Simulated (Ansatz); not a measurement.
# Ru: the cost of one run

Method: DFT PBE, scalar-relativistic, plane waves, PAW, in Ansatz 0.2.0.

## (1) Starting point

It takes space group Pm-3m (No. 221, cubic). The conventional cell has a = 2.421 Å, b = 2.421 Å, c = 2.421 Å, α = 90.00°, β = 90.00°, γ = 90.00°. Ru (site symmetry m-3m) is surrounded by 6 Ru at 2.42 Å.

As a file:

```cif
data_structure
_symmetry_space_group_name_H-M 'P 1'
_symmetry_Int_Tables_number 1
_cell_length_a 2.4209
_cell_length_b 2.4209
_cell_length_c 2.4209
_cell_angle_alpha 90.000
_cell_angle_beta 90.000
_cell_angle_gamma 90.000
_cell_volume 14.19
loop_
_atom_site_label
_atom_site_type_symbol
_atom_site_fract_x
_atom_site_fract_y
_atom_site_fract_z
_atom_site_occupancy
Ru1 Ru 0.00000 0.00000 0.00000 1
```

This is candidate A: simple cubic type (Pm-3m, No. 221).

(A quick probe on a coarse mesh, which set the mesh and smearing, is not shown.)

## (3) A loose first relaxation (candidate A)

Input file input.yaml:

```yaml
crystal:
  lattice:
    - [2.4209327485, 0.0, 0.0]
    - [0.0, 2.4209327485, 0.0]
    - [0.0, 0.0, 2.4209327485]
  atoms:
    - { symbol: Ru, position: [0.0, 0.0, 0.0] }
basis:
  ecutwfc: 420
kpoints:
  mp_grid: { grid: [8, 8, 8] }
hamiltonian:
  xc: pbe
scf:
  occupations: { method: gaussian, width: 0.1 }
  lower_state_search: "off"
output:
  forces: true
  stress: true
  eigenvalues: true
relax:
  adjacent_minimum: "off"
  f_tol: 0.04
  max_steps: 70
  cell: { stress_tol: 0.4 }
```

What time and memory should one allow on 1 thread of an Arm CPU, shared host?

About 3.3 s, with a peak of 0.26 GiB.
